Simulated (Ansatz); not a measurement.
PbSe in the rocksalt structure, relaxed with r2SCAN. The symmetry is Fm-3m (No. 225, cubic); a = 6.177 Å in the conventional setting, 29.47 Å³ an atom. Pb is surrounded by 6 Se at 3.09 Å; Se is surrounded by 6 Pb at 3.09 Å.

```cif
data_structure
_symmetry_space_group_name_H-M 'Fm-3m'
_symmetry_Int_Tables_number 225
_cell_length_a 6.1774
_cell_length_b 6.1774
_cell_length_c 6.1774
_cell_angle_alpha 90.000
_cell_angle_beta 90.000
_cell_angle_gamma 90.000
_cell_volume 235.73
loop_
_atom_site_label
_atom_site_type_symbol
_atom_site_symmetry_multiplicity
_atom_site_Wyckoff_symbol
_atom_site_fract_x
_atom_site_fract_y
_atom_site_fract_z
_atom_site_occupancy
Pb1 Pb 4 a 0.00000 0.00000 0.00000 1
Se1 Se 4 b 0.50000 0.00000 0.00000 1
```

The questions ask for values computed with Ansatz 0.2.0 on this geometry. No magnetic order and no zero-point or thermal motion.

Given (8×8×8 mesh): The PBE gap is direct at L: 0.37 eV.

**Question.** What does PBE+SOC give for the gap (8×8×8 mesh)?

**Answer.** The PBE+SOC gap is direct at L: 0.12 eV. The gap differs by -0.25 eV from PBE's.

**Question.** What does r2SCAN give for the gap (8×8×8 mesh)?

**Answer.** The r2SCAN gap is direct at L: 0.66 eV. The gap differs by +0.29 eV from PBE's.

**Question.** How does the gap change from PBE to HSE06 (6×6×6)?

**Answer.** HSE06 gives a direct gap of 0.79 eV at L. The gap differs by +0.42 eV from PBE's.

**Question.** Estimate the gap with PBE0 on 6×6×6.

**Answer.** The PBE0 gap is direct at L: 1.34 eV. The gap differs by +0.97 eV from PBE's.

Only the levels marked +SOC include spin-orbit coupling.

The meshes of the hybrids are coarse, so their gaps aren't converged to the digits shown.
